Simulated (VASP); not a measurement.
# InSb (strained zincblende): one r²SCAN single-point calculation in two programs

```yaml
crystal:
  lattice:
    - [0.00000, 3.18113, 3.37549]
    - [3.18113, 0.00000, 3.37549]
    - [3.18113, 3.18113, 0.00000]
  atoms:
    - { symbol: In, position: [0.00000, 0.00000, 0.00000] }
    - { symbol: Sb, position: [0.25000, 0.25000, 0.25000] }
```

Each program uses its own PAW datasets. VASP's cell holds 18 valence electrons and Ansatz's 28. Ansatz's stress includes a Pulay correction; VASP's doesn't.

Cutoffs: 520 eV in VASP, 500 eV in Ansatz. k meshes: 6×6×6 and 6×6×6.

```json
{"": "gap between bands v and c", "VASP": "0.07 eV", "Ansatz": "0.07 eV"}
{"": "least direct gap", "VASP": "0.07 eV", "Ansatz": "0.07 eV"}
{"": "pressure", "VASP": "1.4 GPa", "Ansatz": "1.4 GPa"}
```

Band v is the last that the valence electrons fill when counted band by band, and c is the next. Levels in eV from the top of v, Ansatz:

```tsv
point	v−1	v	c	c+1
Γ	0.00	0.00	0.07	3.09
X	-2.22	-2.22	1.71	1.77
K	-3.30	-2.19	1.63	3.72
L	-1.35	-0.94	0.68	3.91
W	-3.03	-2.90	3.85	4.21
```

VASP:

| point | v−1 | v | c | c+1 |
| --- | --- | --- | --- | --- |
| Γ | 0.00 | 0.00 | 0.07 | 3.07 |
| X | -2.23 | -2.23 | 1.69 | 1.76 |
| K | -3.31 | -2.20 | 1.62 | 3.71 |
| L | -1.36 | -0.94 | 0.67 | 3.89 |
| W | -3.04 | -2.91 | 3.85 | 4.20 |
